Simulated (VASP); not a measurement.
# Li2S (Fm-3m) in VASP: notebook

Aim: see how the results for Li2S move with the level of theory and the settings. Levels: LDA, PBE. Tasks: single point, relaxation of cell and atoms.

Everything below comes from runs of VASP 6.6.1. Logs are shortened: lines on timing, memory, paths and dates and some standing lists are left out, and cuts for length are marked.

## (1) The structure

It takes space group Fm-3m (No. 225, cubic). Conventional cell: a = 5.706 Å, b = 5.706 Å, c = 5.706 Å, α = 90.00°, β = 90.00°, γ = 90.00°. Li (site symmetry -43m) has 4 S at 2.47 Å as nearest neighbours. S (site symmetry m-3m) has 8 Li at 2.47 Å as nearest neighbours.

## (2) Single point, LDA

The input, INCAR:

```
SYSTEM = Li2S
  PREC = Accurate
  ENCUT = 520
  EDIFF = 1E-6
  ISMEAR = 0
  SIGMA = 0.01
  LREAL = .FALSE.
  LASPH = .TRUE.
  NELM = 100
  ALGO = Normal
  ISIF = 2
  LWAVE = .FALSE.
  LCHARG = .FALSE.
  NBANDS = 13
```

The input, KPOINTS:

```
regular mesh
0
G
  6 6 6
  0 0 0
```

The input, POSCAR:

```
Li2S
1.0
    0.0000000000      2.8529828885      2.8529828885
    2.8529828885      0.0000000000      2.8529828885
    2.8529828885      2.8529828885      0.0000000000
Li S
2 1
Direct
    0.2500000000      0.2500000000      0.2500000000
    0.7500000000      0.7500000000      0.7500000000
    0.0000000000      0.0000000000      0.0000000000
```

Potentials or basis: VASP PAW LDA potentials, release 64 (Li_sv, S).

On the command line:

```sh
> cat potpaw_LDA.64/Li_sv/POTCAR potpaw_LDA.64/S/POTCAR > POTCAR
> mpirun -np 1 vasp_std > vasp.out
```

OUTCAR:

```text
SYSTEM = Li2S
   PREC = Accurate
   ENCUT = 520
   EDIFF = 1E-6
   ISMEAR = 0
   LREAL = .FALSE.
   LASPH = .TRUE.
   NELM = 100
   ISIF = 2

 ion  position               nearest neighbor table
   1  0.250  0.250  0.250-   3 2.47   3 2.47   3 2.47   3 2.47
   2  0.750  0.750  0.750-   3 2.47   3 2.47   3 2.47   3 2.47
   3  0.000  0.000  0.000-   2 2.47   2 2.47   1 2.47   2 2.47   1 2.47   1 2.47   2 2.47   1 2.47

  LATTYP: Found a face centered cubic cell.
 ALAT       =     5.7059657770

  Lattice vectors:

 A1 = (   0.0000000000,   2.8529828885,   2.8529828885)
 A2 = (   2.8529828885,   0.0000000000,   2.8529828885)
 A3 = (   2.8529828885,   2.8529828885,   0.0000000000)

Analysis of symmetry for initial positions (statically):
=====================================================================
 Subroutine PRICEL returns:
 Original cell was already a primitive cell.

 Routine SETGRP: Setting up the symmetry group for a
 face centered cubic supercell.

 Subroutine GETGRP returns: Found 48 space group operations
 (whereof 48 operations were pure point group operations)
 out of a pool of 48 trial point group operations.

The static configuration has the point symmetry O_h .

Analysis of symmetry for dynamics (positions and initial velocities):
=====================================================================
 Subroutine PRICEL returns:
 Original cell was already a primitive cell.

 Routine SETGRP: Setting up the symmetry group for a
 face centered cubic supercell.

 Subroutine GETGRP returns: Found 48 space group operations
 (whereof 48 operations were pure point group operations)
 out of a pool of 48 trial point group operations.

The dynamic configuration has the point symmetry O_h .

 Subroutine INISYM returns: Found 48 space group operations
 (whereof 48 operations are pure point group operations),
 and found     1 'primitive' translations

----------------------------------------------------------------------------------------

                                     Primitive cell

  volume of cell :      46.4438

  direct lattice vectors                    reciprocal lattice vectors
     0.000000000  2.852982889  2.852982889    -0.175255170  0.175255170  0.175255170
     2.852982889  0.000000000  2.852982889     0.175255170 -0.175255170  0.175255170
     2.852982889  2.852982889  0.000000000     0.175255170  0.175255170 -0.175255170

  length of vectors
     4.034727094  4.034727094  4.034727094     0.303550858  0.303550858  0.303550858

  position of ions in fractional coordinates (direct lattice)
     0.250000000  0.250000000  0.250000000
     0.750000000  0.750000000  0.750000000
     0.000000000  0.000000000  0.000000000

  ion indices of the primitive-cell ions
   primitive index   ion index
                 1           1
                 2           2
                 3           3

----------------------------------------------------------------------------------------

 KPOINTS: regular mesh

Automatic generation of k-mesh.
 Grid dimensions read from file:
 generate k-points for:    6    6    6

 Generating k-lattice:

  Cartesian coordinates                     Fractional coordinates (reciprocal lattice)
    -0.029209195  0.029209195  0.029209195     0.166666667  0.000000000  0.000000000
     0.029209195 -0.029209195  0.029209195     0.000000000  0.166666667  0.000000000
     0.029209195  0.029209195 -0.029209195     0.000000000  0.000000000  0.166666667

  Length of vectors
     0.050591810  0.050591810  0.050591810

  Shift w.r.t. Gamma in fractional coordinates (k-lattice)
     0.000000000  0.000000000  0.000000000

 Subroutine IBZKPT returns following result:
 ===========================================

 Found     16 irreducible k-points:

 Following reciprocal coordinates:
            Coordinates               Weight
  0.000000  0.000000  0.000000      1.000000
  0.166667  0.000000  0.000000      8.000000
  0.333333  0.000000  0.000000      8.000000
  0.500000  0.000000  0.000000      4.000000
  0.166667  0.166667  0.000000      6.000000
  0.333333  0.166667  0.000000     24.000000
[... 8 lines left out ...]
 -0.333333  0.333333  0.166667     24.000000
 -0.333333  0.500000  0.166667     12.000000
   k-points           NKPTS =     16   k-points in BZ     NKDIM =     16   number of bands    NBANDS=     13
   number of dos      NEDOS =    301   number of ions     NIONS =      3
   total plane-waves  NPLWV =  27000
   dimension x,y,z NGX =    30 NGY =   30 NGZ =   30
   dimension x,y,z NGXF=    60 NGYF=   60 NGZF=   60
   ions per type =               2   1
   NGX,Y,Z   is equivalent  to a cutoff of  12.36, 12.36, 12.36 a.u.
   NGXF,Y,Z  is equivalent  to a cutoff of  24.72, 24.72, 24.72 a.u.
 SYSTEM =  Li2S
   PREC   = accura    normal or accurate (medium, high low for compatibility)
   ISTART =      0    job   : 0-new  1-cont  2-samecut
   ICHARG =      2    charge: 1-file 2-atom 10-const
   ISPIN  =      1    spin polarized calculation?
   LNONCOLLINEAR =      F non collinear calculations
   LSORBIT =      F    spin-orbit coupling
   LASPH  =      T    aspherical Exc in radial PAW
   ENCUT  =  520.0 eV  38.22 Ry    6.18 a.u.   7.50  7.50  7.50*2*pi/ulx,y,z
   NELM   =    100;   NELMIN=  2; NELMDL= -5     # of ELM steps
   EDIFF  = 0.1E-05   stopping-criterion for ELM
   LREAL  =      F    real-space projection
   EDIFFG = 0.1E-04   stopping-criterion for IOM
   NSW    =      0    number of steps for IOM
   IBRION =     -1    ionic relax: 0-MD 1-quasi-New 2-CG
   NFREE  =      0    steps in history (QN), initial steepest desc. (CG)
   ISIF   =      2    stress and relaxation
   ISYM   =      2    0-nonsym 1-usesym 2-fastsym
   POTIM  = 0.5000    time-step for ionic-motion
   TEBEG  =    0.0;   TEEND  =   0.0 temperature during run
   PSTRESS=    0.0 pullay stress
   NELECT =      12.0000    total number of electrons
   NUPDOWN=      -1.0000    fix difference up-down
   EMIN   =  10.00;   EMAX   =-10.00  energy-range for DOS
   EFERMI =   0.00;   METHOD = LEGACY
   ISMEAR =     0;   SIGMA  =   0.01  broadening in eV -4-tet -1-fermi 0-gaus
   EFERMI_NEDOS =   21; number of points for ismear=-14 and -15
   IALGO  =     38    algorithm
   IMIX   =      4    mixing-type and parameters
     AMIX     =   0.40;   BMIX     =  1.00
     AMIX_MAG =   1.60;   BMIX_MAG =  1.00
  volume/ion in A,a.u.               =      15.48       104.47
  Fermi-wavevector in a.u.,A,eV,Ry     =   1.042700  1.970417 14.792574  1.087223
  Thomas-Fermi vector in A             =   2.177377
   LORBIT       =      0    0 simple, 1 ext, 2 COOP (PROOUT), +10 PAW based schemes
   GGA     = CA    functional components
   LHFCALC =     F    Hartree Fock is set to
   AEXX    =    0.0000 exact exchange contribution
   IVDW    =     0    specifies the selected vdW correction
   LEPSILON=     F    determine dielectric tensor
   LRPA    =     F    only Hartree local field effects (RPA)
 non-spin polarized calculation
 Gauss-broadening in eV      SIGMA  =   0.01
  energy-cutoff  :      520.00
  volume of cell :       46.44
 maximum number of plane-waves:      1272
   NGX = 15   NGY = 15   NGZ = 15

 number of electron      11.9999985 magnetization

 Free energy of the ion-electron system (eV)
  ---------------------------------------------------
  ext. energy  EPLUGINS =         0.00000000
  ---------------------------------------------------
  free energy    TOTEN  =       -12.98319689 eV

  energy without entropy =      -12.98319689  energy(sigma->0) =      -12.98319689

 E-fermi :   1.4475     XC(G=0):  -8.8065

 val. band max:        1.3581117555   @ k =   0.0000   0.0000   0.0000
 cond. band min:       4.5287879810   @ k =   0.5000   0.5000   0.0000
 fundamental gap:      3.1706762256
 Fermi energy:         1.4475486824

 k-point     1 :       0.0000    0.0000    0.0000
  band No.  band energies     occupation
      1     -41.8587      2.00000
      2     -41.8110      2.00000
      3      -9.6035      2.00000
      4       1.3581      2.00000
      5       1.3581      2.00000
      6       1.3581      2.00000
      7       5.4071      0.00000
      8       7.3715      0.00000
      9       7.3715      0.00000
     10       7.3715      0.00000
     11      12.4686      0.00000
     12      12.4686      0.00000
     13      13.4666      0.00000

 k-point     2 :       0.1667    0.0000    0.0000
  band No.  band energies     occupation
      1     -41.8553      2.00000
      2     -41.8141      2.00000
      3      -9.5061      2.00000
      4       0.3820      2.00000
      5       1.2066      2.00000
      6       1.2066      2.00000
      7       6.0722      0.00000
      8       7.7471      0.00000
      9       7.7471      0.00000
     10       7.9916      0.00000
     11      11.1447      0.00000
     12      11.1447      0.00000
     13      13.7602      0.00000

 k-point     3 :       0.3333    0.0000    0.0000
  band No.  band energies     occupation
      1     -41.8462      2.00000
      2     -41.8223      2.00000
      3      -9.2915      2.00000
      4      -0.9943      2.00000
      5       0.9490      2.00000
      6       0.9490      2.00000
      7       6.8922      0.00000
      8       7.9066      0.00000
      9       7.9066      0.00000
     10       9.0965      0.00000
     11      11.5986      0.00000
     12      11.5986      0.00000
     13      14.5271      0.00000

 k-point     4 :       0.5000    0.0000    0.0000
  band No.  band energies     occupation
      1     -41.8339      2.00000
      2     -41.8339      2.00000
      3      -9.1719      2.00000
      4      -1.5606      2.00000
      5       0.8371      2.00000
      6       0.8371      2.00000
      7       7.2721      0.00000
      8       7.7319      0.00000
      9       7.7319      0.00000
     10       9.5345      0.00000
     11      13.8292      0.00000
     12      13.8292      0.00000
     13      14.3429      0.00000

 k-point     5 :       0.1667    0.1667    0.0000
  band No.  band energies     occupation
      1     -41.8545      2.00000
      2     -41.8148      2.00000
      3      -9.4746      2.00000
      4       0.5714      2.00000
      5       0.9020      2.00000
      6       0.9020      2.00000
      7       6.1450      0.00000
      8       7.5974      0.00000
      9       8.2268      0.00000
     10       8.2268      0.00000
     11      10.0013      0.00000
     12      12.9173      0.00000
     13      14.4201      0.00000
[... 129 lines left out ...]
 k-point    14 :       0.5000    0.3333    0.1667
  band No.  band energies     occupation
      1     -41.8418      2.00000
      2     -41.8259      2.00000
      3      -9.1509      2.00000
      4      -0.8536      2.00000
      5      -0.0528      2.00000
      6       0.4283      2.00000
      7       6.4872      0.00000
      8       8.2957      0.00000
      9       8.9060      0.00000
     10      10.4395      0.00000
     11      11.0101      0.00000
     12      13.5023      0.00000
     13      15.2477      0.00000

 k-point    15 :      -0.3333    0.3333    0.1667
  band No.  band energies     occupation
      1     -41.8337      2.00000
      2     -41.8337      2.00000
      3      -9.0710      2.00000
      4      -1.0408      2.00000
      5      -0.2121      2.00000
      6       0.1526      2.00000
      7       6.8295      0.00000
      8       8.0349      0.00000
      9      10.1913      0.00000
     10      10.6714      0.00000
     11      10.8851      0.00000
     12      12.8029      0.00000
     13      14.5240      0.00000

 k-point    16 :      -0.3333    0.5000    0.1667
  band No.  band energies     occupation
      1     -41.8375      2.00000
      2     -41.8297      2.00000
      3      -9.0388      2.00000
      4      -0.6616      2.00000
      5      -0.3740      2.00000
      6      -0.3035      2.00000
      7       5.8406      0.00000
      8       9.1630      0.00000
      9       9.4672      0.00000
     10      11.2708      0.00000
     11      12.5337      0.00000
     12      13.4624      0.00000
     13      13.8102      0.00000

------------------------ aborting loop because EDIFF is reached ----------------------------------------

  FORCE on cell =-STRESS in cart. coord.  units (eV):
  Direction    XX          YY          ZZ          XY          YZ          ZX
  --------------------------------------------------------------------------------------
  -------------------------------------------------------------------------------------
  Total       -0.8690610     -0.8690610     -0.8690610      0.0000000     -0.0000000      0.0000000
  in kB      -29.9801201    -29.9801201    -29.9801201      0.0000000     -0.0000000      0.0000000
  external PRESSURE =     -29.9801201 kB  Pullay stress =       0.0000000 kB

 VOLUME and BASIS-vectors are now :
 -----------------------------------------------------------------------------
  energy-cutoff  :      520.00
  volume of cell :       46.44
      direct lattice vectors                 reciprocal lattice vectors
     0.000000000  2.852982889  2.852982889    -0.175255170  0.175255170  0.175255170
     2.852982889  0.000000000  2.852982889     0.175255170 -0.175255170  0.175255170
     2.852982889  2.852982889  0.000000000     0.175255170  0.175255170 -0.175255170

 POSITION                                       TOTAL-FORCE (eV/Angst)
 -----------------------------------------------------------------------------------
      1.42649      1.42649      1.42649         0.000000      0.000000      0.000000
      4.27947      4.27947      4.27947        -0.000000     -0.000000     -0.000000
      0.00000      0.00000      0.00000        -0.000000     -0.000000     -0.000000
 -----------------------------------------------------------------------------------
    total drift:                                0.000000     -0.000000      0.000000

  FREE ENERGIE OF THE ION-ELECTRON SYSTEM (eV)
  ---------------------------------------------------
  free  energy   TOTEN  =       -12.9831968883 eV

  energy  without entropy=      -12.9831968883  energy(sigma->0) =      -12.98319689
```

Run time: 7.6 s. Hardware: 1 thread of Intel Xeon 6975P-C (Granite Rapids), shared host; peak memory 0.13 GiB.

What came out:

| Quantity | Value |
| --- | --- |
| Free energy | -12.9832 eV |
| Band gap on the k mesh | 3.17 eV, indirect (least direct gap 4.05 eV) |

Caveat: the cutoff is under 1.25 times the usual one of these potentials, so pressure, stress and relaxed cells hold a basis-set (Pulay) error. A k mesh can miss the band edges.

(Part 1 of 2 ends here.)
